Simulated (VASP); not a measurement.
**Ti: single point with LDA**

The system is Ti.

```xyz
1
Lattice="0.0000 2.0300 2.0300 2.0300 0.0000 2.0300 2.0300 2.0300 0.0000" Properties=species:S:1:pos:R:3 pbc="T T T"
Ti    0.0000    0.0000    0.0000
```

This isn't the form of Ti at room conditions, which is hcp.

```json
{
  "Program": "VASP 6.6.1",
  "Task": "single point",
  "Functional": "LDA",
  "Potentials or basis": "VASP PAW LDA potentials, release 64 (Ti)",
  "Cutoff": "500 eV",
  "k mesh": "11 × 11 × 11",
  "Occupations": "gaussian, width 0.1 eV",
  "Spin": "no spin polarisation",
  "Further INCAR settings": "ALGO = Normal; EDIFF = 1e-06; NBANDS = 8"
}
```

```json
{
 "Pressure": "-6.6 GPa",
 "Band gap on the k mesh": "none (metal or under the smearing width)"
}
```

Levels at points of the mesh, in eV from the Fermi level:
```csv
k point,band 1,band 2,band 3,band 4,band 5,band 6
"(0.00, 0.00, 0.00)",-6.04,0.86,0.86,0.86,2.53,2.53
```

Wall time 5.4 s on 1 thread of Intel(R) Xeon(R) 6975P-C (Granite Rapids), on a shared host, peak memory 0.12 GiB.
